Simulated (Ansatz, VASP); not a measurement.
**One calculation of Ta, two programs**

File INCAR:

```
SYSTEM = Ta
PREC = Accurate ; ENCUT = 600
EDIFF = 1E-7 ; ISMEAR = -1
SIGMA = 0.05 ; LREAL = .False.
LASPH = .True. ; NELM = 100
ALGO = Normal ; ISIF = 3
LWAVE = .False. ; LCHARG = .False.
GGA = RP ; IVDW = 12
IBRION = 2 ; NSW = 80
EDIFFG = -0.005
```

File KPOINTS:

```
Automatic mesh
0
Gamma
  11 11 11
  0 0 0
```

File POSCAR:

```
Ta
1.0
   -1.6512800000      1.6512800000      1.6512800000
    1.6512800000     -1.6512800000      1.6512800000
    1.6512800000      1.6512800000     -1.6512800000
Ta
1
Direct
    0.0000000000      0.0000000000      0.0000000000
```

Contents of input.yaml:

```yaml
crystal:
  lattice:
    - [-1.65128, 1.65128, 1.65128]
    - [1.65128, -1.65128, 1.65128]
    - [1.65128, 1.65128, -1.65128]
  atoms:
    - { symbol: Ta, position: [0.0, 0.0, 0.0] }
kpoints:
  mp_grid: { grid: [11, 11, 11] }
scf:
  occupations: { method: fermi_dirac, width: 0.05 }
hamiltonian:
  xc: rpbe
  dispersion: d3bj
  pseudopotentials: { kind: all_electron, lapw: { basis_error: 0.001 } }
output:
  forces: true
  stress: true
relax:
  f_tol: 0.005
  max_steps: 60
  cell: {}
```

Alike in both runs: task relaxation of cell and atoms; functional RPBE; dispersion D3(BJ); k mesh 11 × 11 × 11; occupations fermi-dirac, width 0.05 eV; no spin polarisation.

|  | VASP | Ansatz |
| --- | --- | --- |
| version | VASP 6.6.1 | Ansatz 0.2.0 |
| potentials or method | VASP PAW PBE potentials, release 64 (Ta_pv) | all-electron LAPW, scalar-relativistic |
| plane-wave cutoff (eV) | 600 | see its input |

VASP gave:

| Item | Value |
| --- | --- |
| relaxed volume (Å³/atom) | 15.18 |
| relaxed cell length with the largest relative difference (Å) | 2.702 |
| energy change over the relaxation (meV/atom) | -386 |

Question: Estimate Ansatz's values.

Answer: Relaxed volume (Å³/atom): 15.12; relaxed cell length with the largest relative difference (Å): 2.698; energy change over the relaxation (meV/atom): -396.

Ansatz ran all-electron here, so the differences hold the error of VASP's frozen core and of both bases.

Caveats: the volume moved by over 15 % at a fixed basis, so the end points are rough; the volume moved by -16 % from the deposited cell, more than functionals usually miss; the PAW data sets were made with another functional, which shifts forces and pressure a little (VASP); pairwise dispersion overbinds metals, which lowers pressure and volume (VASP). The runs have no spin-orbit coupling, so splittings on Ta are missing.
